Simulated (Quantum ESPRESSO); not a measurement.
**InAs: equation of state with PBE+D3(BJ)**

The system is InAs.

```
CELL_PARAMETERS angstrom
0.00000 3.01800 3.01800
3.01800 0.00000 3.01800
3.01800 3.01800 0.00000
ATOMIC_POSITIONS crystal
In 0.00000 0.00000 0.00000
As 0.75000 0.75000 0.75000
```

- Program: Quantum ESPRESSO 7.5
- Task: equation of state
- Functional: PBE
- Dispersion: D3(BJ)
- Potentials or basis: PseudoDojo 0.4.1 SR PBE standard
- Cutoff: 1143 eV
- Density cutoff: 4572 eV
- k mesh: 8 × 8 × 8
- Occupations: fermi-dirac, width 0.05 eV
- Spin: no spin polarisation
- Mixing beta: 0.5
- Most SCF iterations: 120
- SCF threshold: 4e-10 Ry

The equilibrium volume is 28.65 Å³/atom, the bulk modulus is 54 GPa and the pressure derivative of the bulk modulus is 4.6.

Energy against volume, from the lowest point:
| volume (Å³/atom) | energy (meV/atom) |
| --- | --- |
| 25.840 | 56.16 |
| 26.389 | 34.93 |
| 26.939 | 19.22 |
| 27.489 | 8.49 |
| 28.039 | 2.24 |
| 28.588 | 0.00 |
| 29.138 | 1.34 |

All runs of the series together: 4.7 min on 1 thread of Arm Neoverse V2, on a shared host.

Zero-point motion and thermal expansion aren't in these numbers.
